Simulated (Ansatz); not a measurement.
HfN: tetragonal deformation path

Level of theory: DFT PBE, scalar-relativistic, plane waves, PAW (Ansatz 0.2.0). Cutoff 420 eV, Γ-centred 24×24×24 k-points, Gaussian smearing of 0.15 eV. Spin–orbit coupling is left out, which can shift energies with elements as heavy as these. No spin polarisation. Energies are free energies at this smearing, counted from the undisturbed cell; pressure is positive in compression.

The undisturbed cell (relaxed at this level; with this scan's settings it stands at 0.1 GPa; this zinc-blende form isn't the usual structure):

```yaml
crystal:
  lattice:
    - [0.00000, 2.45773, 2.45773]
    - [2.45773, 0.00000, 2.45773]
    - [2.45773, 2.45773, 0.00000]
  atoms:
    - { symbol: Hf, position: [0.00000, 0.00000, 0.00000] }
    - { symbol: N, position: [0.75000, 0.75000, 0.75000] }
```

At fixed volume and fractional coordinates, lengths along (0.000, 0.000, 1.000) are scaled against those across it; ρ is that ratio over its starting value. The cell is metallic on the mesh throughout.

Problem. Over the sampled range (0.707 to 1.414), is the undisturbed cell the lowest point?

Solution. Yes, every other sampled point lies higher.

The scan:

| ρ | ΔE (meV/atom) |
| --- | --- |
| 0.707 | 330.8 |
| 0.780 | 205.5 |
| 0.850 | 99.9 |
| 1.000 | 0.0 |
| 1.200 | 165.0 |
| 1.414 | 543.8 |

Cost: 6 runs of about 4.3 core-minutes in all, on Arm Neoverse V2 (shared hosts).